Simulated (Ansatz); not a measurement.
# A computed series for PbF2: response to strain

The reference is PbF$_{2}$ in the fluorite structure (space group Fm-3m, No. 225).

```
PbF2
1.0
    0.00000     2.94934     2.94934
    2.94934     0.00000     2.94934
    2.94934     2.94934     0.00000
Pb F
1 2
Cartesian
  0.00000   0.00000   0.00000
  1.47467   1.47467   1.47467
  4.42401   4.42401   4.42401
```

Cartesian axes are those of the cell as printed.

Strains are applied to the cell and any free atomic positions relax; under biaxial strain the out-of-plane vector relaxes too.

Computed with PBEsol in Ansatz (plane waves to 420 eV, PAW, scalar-relativistic without spin-orbit coupling).

| biaxial strain, plane normal [111], relaxed out of plane (%) | out-of-plane strain (%) |
|---|---|
| -2.5 | 3.01 |
| -2.08 | 2.48 |
| -1.67 | 1.98 |
| -1.25 | 1.47 |
| -0.83 | 0.96 |
| -0.42 | ? |
| 0 | 0.00 |

**Question.** Fit ε⊥ = −νε + γε² (strains in %) to the rows shown and predict the withheld row.

**Answer.** Least squares on the printed values gives ν = 1.14 (the biaxial Poisson response) and γ = 0.024 (largest residual 0.01 %); this predicts 0.48 %, and the run gives 0.48 %, in agreement.

Whether these cells are dynamically stable was not tested.

Ansatz is a first-principles code.
